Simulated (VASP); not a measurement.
A run of VASP 6.6.1 is set up as follows.

The input INCAR:

```
SYSTEM = Os
  ALGO = Normal
  EDIFF = 1E-7
  EDIFFG = -0.002
  ENCUT = 520
  IBRION = 2
  ISIF = 4
  ISMEAR = 0
  LASPH = .True.
  LCHARG = .False.
  LMIXTAU = .True.
  LREAL = .False.
  LWAVE = .False.
  METAGGA = R2SCAN
  NELM = 60
  NSW = 80
  PREC = Accurate
  SIGMA = 0.1
```

Contents of KPOINTS:

```
k-points
0
Gamma
  18 18 10
  0 0 0
```

POSCAR

```
Os                                      
1.0
    2.8182645574      0.0000000000      0.0000000000
   -1.4091322788      2.4406887050      0.0000000000
    0.0000000000      0.0000000000      4.4515109794
  Os            
     2
Direct
     0.3333333300000021    0.6666666699999979    0.2500000000000000
     0.6666666699999979    0.3333333300000021    0.7500000000000000
```

Potentials or basis: VASP PAW PBE potentials, release 64 (Os).

Launch:

```sh
$ cat potpaw_PBE.64/Os/POTCAR > POTCAR
$ mpirun -np 1 vasp_std > vasp.out
```

(1) Estimate the band gap on the k mesh.

Answers

(1) none (metal or under the smearing width).
